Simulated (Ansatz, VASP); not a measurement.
Given: the input of a run of Ansatz 0.2.0 on Mg (Magnesium). 

Contents of input.yaml:

```yaml
crystal:
  lattice:
    - [3.2093, 0.0, 0.0]
    - [-1.60465, 2.7793353284, 0.0]
    - [0.0, 0.0, 5.2103]
  atoms:
    - { symbol: Mg, position: [0.6666666667, 0.3333333333, 0.75] }
    - { symbol: Mg, position: [0.3333333333, 0.6666666667, 0.25] }
hamiltonian:
  xc: revpbe
  pseudopotentials: { kind: paw }
  dispersion: d3bj
kpoints:
  mp_grid: { grid: [10, 10, 5] }
scf:
  occupations: { method: fermi_dirac, width: 0.05 }
output:
  forces: true
  stress: true
  write_density: true
  write_potential: true
  elf: true
  volumetric_format: npy
relax:
  f_tol: 0.01
  max_steps: 40
  cell: { stress_tol: 0.05 }
```

Potentials or basis: Ansatz PAW.

Command:

```bash
$ ansatz run input.yaml --threads 2 --pin off --max-ram 5632MiB --backend cpu --events-out ev --progress --plain --runs-dir out
```

Translate it to VASP 6.6.1. Potentials or basis there: PBE PAW files Mg, 600 eV.

As run (cutoffs and basis follow the program's own potentials, and thresholds, step limits or extra output files can differ):

INCAR

```
SYSTEM = Mg
  PREC = Accurate
  ENCUT = 600
  EDIFF = 1E-6
  ISMEAR = -1
  SIGMA = 0.05
  LREAL = .False.
  LASPH = .True.
  NELM = 100
  ALGO = Fast
  ISIF = 3
  LWAVE = .False.
  LCHARG = .False.
  GGA = RE
  IVDW = 12
  IBRION = 2
  NSW = 40
  EDIFFG = -0.01
```

The input KPOINTS:

```
Automatic mesh
0
Gamma
  10 10 5
  0 0 0
```

Contents of POSCAR:

```
Mg
1.0
    3.2093000000      0.0000000000      0.0000000000
   -1.6046500000      2.7793353284      0.0000000000
    0.0000000000      0.0000000000      5.2103000000
Mg
2
Direct
    0.6666666667      0.3333333333      0.7500000000
    0.3333333333      0.6666666667      0.2500000000
```

Potentials or basis: VASP PAW PBE potentials, release 64 (Mg).

The run is started by

```console
$ cat potpaw_PBE.64/Mg/POTCAR > POTCAR
$ mpirun -np 1 vasp_std > vasp.out
```

Both were run:

|  | Ansatz | VASP |
| --- | --- | --- |
| Relaxed volume | 21.29 Å³/atom | 21.20 Å³/atom |
| Relaxed cell | a = 3.090 Å, b = 3.090 Å, c = 5.152 Å, α = 90.00°, β = 90.00°, γ = 120.00° | a = 3.085 Å, b = 3.085 Å, c = 5.144 Å, α = 90.00°, β = 90.00°, γ = 120.00° |
| Space group after relaxing | P6_3/mmc (No. 194) | P6_3/mmc (No. 194) |
| Pressure after relaxing | 0.0 GPa | 0.0 GPa |

Ansatz's pressure holds a Pulay term of +0.00 GPa for its cutoff of 420 eV, which the other run lacks.

The potentials hold 20 and 4 valence electrons a cell.

Ansatz's potentials were made for PBE. VASP's potentials were made for PBE.

Where Ansatz's input types no cutoff or centring, it takes its own default and a Γ-centred mesh.

Pressure is positive in compression.
